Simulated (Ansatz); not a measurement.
This Ansatz 0.2.0 run on Ta2C needs a look.

The input input.yaml:

```yaml
crystal:
  lattice:
    - [3.1059, 0.0, 0.0]
    - [-1.55295, 2.6897883016, 0.0]
    - [0.0, 0.0, 4.9464]
  atoms:
    - { symbol: Ta, position: [0.6666666667, 0.3333333333, 0.74799] }
    - { symbol: Ta, position: [0.3333333333, 0.6666666667, 0.25201] }
    - { symbol: C, position: [0.0, 0.0, 0.0] }
hamiltonian:
  xc: pbesol
  pseudopotentials: { kind: paw }
kpoints:
  mp_grid: { grid: [10, 10, 6] }
scf:
  occupations: { method: fermi_dirac, width: 0.05 }
  max_iter: 100
output:
  forces: true
  stress: true
  eigenvalues: true
relax:
  f_tol: 0.01
  max_steps: 40
  cell: { stress_tol: 0.05 }
accuracy: 2.5
```

Potentials or basis: Ansatz PAW.

The run is started by

```sh
$ ansatz run input.yaml --threads 2 --pin off --max-ram 5632MiB --backend cpu --events-out ev --progress --plain --runs-dir out
```

Output:

```text
Error: YAML parse error: error: line 26 column 1: unknown variant `2.5`, expected one of low, medium, high
  --> <input>:26:1
   |
24 |   max_steps: 40
25 |   cell: { stress_tol: 0.05 }
26 | accuracy: 2.5
   | ^ unknown variant `2.5`, expected one of low, medium, high
```

Problem. How did it end, and where is the flaw?

Solution. The program refused the input. The input holds a flaw that was put in on purpose: a value of the wrong type (accuracy = 2.5).

A sound run on the same cell differs in these lines of the main input:
```diff
@@ -17 +16,0 @@
-  max_iter: 100
@@ -26 +24,0 @@
-accuracy: 2.5
```
